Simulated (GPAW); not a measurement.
Runs of GPAW 26.7.0 on Al. All rows change the cell; the cell of one of them follows. The typed cell holds 1 atom: a = 2.880 Å, b = 2.697 Å, c = 2.855 Å, α = 110.77°, β = 108.30°, γ = 109.45°. This isn't the form of Al at room conditions, which is fcc.

```tsv
task	level	potentials or basis	k mesh	cutoff (eV)	eta	response ecut	scissors	kernel	maxiter	mesh quality	gap on the mesh (eV)	pressure (GPa)
optical spectrum	PBE	GPAW PAW data sets (gpaw-data 1.2.1), pw	9 × 10 × 9	500	0.1 eV	50 eV	0 eV	RPA	150	not flagged	none	-
single point	PBE	GPAW PAW data sets (gpaw-data 1.2.1), pw	9 × 10 × 9	500	-	-	-	-	120	not flagged	none	4.3
single point	LDA	JTH PAW 2.0, LDA, pw	9 × 10 × 9	450	-	-	-	-	120	not flagged	none	(a)
energy-loss spectrum	LDA	JTH PAW 2.0, LDA, pw	9 × 10 × 9	450	0.3 eV	70 eV	-	RPA	150	not flagged	none	-
```

Alike in all rows: no spin polarisation; cell sheared at random, sigma 0.03, atoms nudged by 0.01 Å; smearing fermi-dirac 0.05 eV.

Problem. Fill in the values left out.

Solution. (a) 0.5.

Caveats: the cutoff is short for stress and forces, so pressures can be off by a GPa or more (some runs); the program truncates these outside data sets (some runs); the intraband term hangs on this k mesh (some runs); the long-wavelength limit can be off by a per cent or two (some runs); independent-particle spectra lack excitons (some runs); the highest transitions drop out of the frequency grid (some runs); response on these states lacks terms of the Hamiltonian (some runs).

A gap of «none» marks a metal or a gap under the smearing width.
